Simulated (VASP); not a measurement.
Wanted: the native input for a VASP 6.6.1 run.

```yaml
Task: relaxation of cell and atoms
Functional: BLYP
Potentials_or_basis: VASP PAW PBE potentials, release 64 (Au, Cu)
Cutoff: 600 eV
k_mesh: 7 × 7 × 7
Occupations: fermi-dirac, width 0.05 eV
Spin: no spin polarisation
Further_INCAR_settings: ALGO = Normal; EDIFF = 1e-06; IBRION = 2; EDIFFG = -0.005; NSW = 60; ISIF = 3
```

The structure of Cu3Au (Auricupride) lies in POSCAR:

```
Cu3Au
1.0
    3.7400000000      0.0000000000      0.0000000000
    0.0000000000      3.7400000000      0.0000000000
    0.0000000000      0.0000000000      3.7400000000
Au Cu
1 3
Direct
    0.0000000000      0.0000000000      0.0000000000
    0.5000000000      0.5000000000      0.0000000000
    0.5000000000      0.0000000000      0.5000000000
    0.0000000000      0.5000000000      0.5000000000
```

These files were run (other wordings do the same):

INCAR

```
SYSTEM = Cu3Au
PREC = Accurate
ENCUT = 600
EDIFF = 1E-6
ISMEAR = -1
SIGMA = 0.05
LREAL = .FALSE.
LASPH = .TRUE.
NELM = 100
ALGO = Normal
ISIF = 3
LWAVE = .FALSE.
LCHARG = .FALSE.
GGA = B5
ALDAX = 1.0
AGGAX = 1.0
AGGAC = 1.0
ALDAC = 0.0
IBRION = 2
NSW = 60
EDIFFG = -0.005
```

KPOINTS

```
regular mesh
0
G
  7 7 7
  0 0 0
```

Potentials or basis: VASP PAW PBE potentials, release 64 (Au, Cu).

The run is started by

```console
$ cat potpaw_PBE.64/Au/POTCAR potpaw_PBE.64/Cu/POTCAR > POTCAR
$ mpirun -np 1 vasp_std > vasp.out
```

Results of the run:

```json
{
  "Relaxed volume": "14.50 Å³/atom",
  "Relaxed cell": "a = 3.871 Å, b = 3.871 Å, c = 3.871 Å, α = 90.00°, β = 90.00°, γ = 90.00°",
  "Space group after relaxing (to 0.05 Å)": "Pm-3m (No. 221)",
  "Energy gained by relaxing": "59.1 meV/atom",
  "Ionic steps": "3",
  "Pressure after relaxing": "0.0 GPa",
  "Band gap on the k mesh": "none (metal or under the smearing width)"
}
```

Caveat: the PAW data sets were made with another functional, which shifts forces and pressure a little; the volume moved by +11 % from the deposited cell, more than functionals usually miss.

Wall time 2.6 min on 1 thread of Intel(R) Xeon(R) Platinum 8375C CPU @ 2.90GHz (Ice Lake), on a shared host, peak memory 0.19 GiB.
